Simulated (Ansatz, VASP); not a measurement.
**Two plane-wave programs on Ge**

```
Ge
1.0
    -0.05638    2.76212    2.69698
     2.76212   -0.05638    2.69698
     2.70535    2.70535    0.00040
Ge
2
Cartesian
  2.7074 2.7074 2.7925
  4.0565 4.0565 3.9505
```

Alike in both runs: task single point; functional PBE; k mesh 12 × 12 × 12; occupations gaussian, width 0.1 eV; no spin polarisation.

```csv
,VASP,Ansatz
version,VASP 6.6.1,Ansatz 0.2.0
potentials or method,"VASP PAW PBE potentials, release 64 (Ge_d)","scalar-relativistic, plane waves, PAW"
plane-wave cutoff (eV),520,420
valence electrons in the cell,28,28
```

```csv
,VASP,Ansatz,Ansatz less VASP
gap on the k mesh at the Fermi level (eV),none,none,-
pressure (GPa),15.4,15.5,+0.14
largest component of the traceless stress (GPa),15.11,15.19,+0.076
rms of the force components (eV/Å),1.794,1.798,+0.0048
```

Atom by atom the forces differ by 0.005 eV/Å (rms over components). A gap of «none» marks a metal or a gap that the smearing closes.

Caveats: so large a pressure means that the cell lies far from this level's equilibrium, or that cutoff or potentials fall short (VASP); forces of over 1 eV/Å show positions far from the minimum, so gaps and moduli don't describe the material at rest.
